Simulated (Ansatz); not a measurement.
# F: the cost of one run

Program: Ansatz 0.2.0. Level of theory: reference: DFT, HSE06, plane waves, PAW. These are calculated values, not measurements.

**1. The structure to begin with**

The structure is monoclinic, space group C2/c (No. 15). The conventional cell has a = 4.922 Å, b = 3.261 Å, c = 6.483 Å, α = 90.00°, β = 90.21°, γ = 90.00°. F (site symmetry 1) has 1 F at 1.40 Å in its first shell of neighbours.

Structure file:

```cif
data_structure
_symmetry_space_group_name_H-M 'C2/c'
_symmetry_Int_Tables_number 15
_cell_length_a 4.9224
_cell_length_b 3.2610
_cell_length_c 6.4833
_cell_angle_alpha 90.000
_cell_angle_beta 90.214
_cell_angle_gamma 90.000
_cell_volume 104.07
loop_
_atom_site_label
_atom_site_type_symbol
_atom_site_symmetry_multiplicity
_atom_site_Wyckoff_symbol
_atom_site_fract_x
_atom_site_fract_y
_atom_site_fract_z
_atom_site_occupancy
F1 F 8 f 0.74991 0.15364 0.59659 1
```

**2. The reference run**

Contents of input.yaml:

```yaml
crystal:
  lattice:
    - [2.4590748851, -1.6305201812, 0.1027625999]
    - [2.4590748851, 1.6305201812, 0.1027625999]
    - [-0.294842703, 0.0, 6.4766206477]
  atoms:
    - { symbol: F, position: [0.5962766288, 0.9035470413, 0.5965946178] }
    - { symbol: F, position: [0.0964529587, 0.4037233712, 0.9034053822] }
    - { symbol: F, position: [0.4037233712, 0.0964529587, 0.4034053822] }
    - { symbol: F, position: [0.9035470413, 0.5962766288, 0.0965946178] }
kpoints:
  mp_grid: { grid: [4, 4, 2] }
hamiltonian:
  xc: hse06
scf:
  occupations: { method: fixed }
  n_extra_bands: 5
output:
  forces: true
  stress: true
  eigenvalues: true
  write_density: true
  write_potential: true
  elf: true
  volumetric_format: npy
```

Run with:

```
ansatz run input.yaml --threads 4 --pin off --max-ram 4608MiB --backend cpu --events-out ev --progress --plain --runs-dir out
```

What time and memory should one allow on 4 threads of Arm Neoverse N1, shared host?

About 9 s, with a peak of 0.53 GiB.
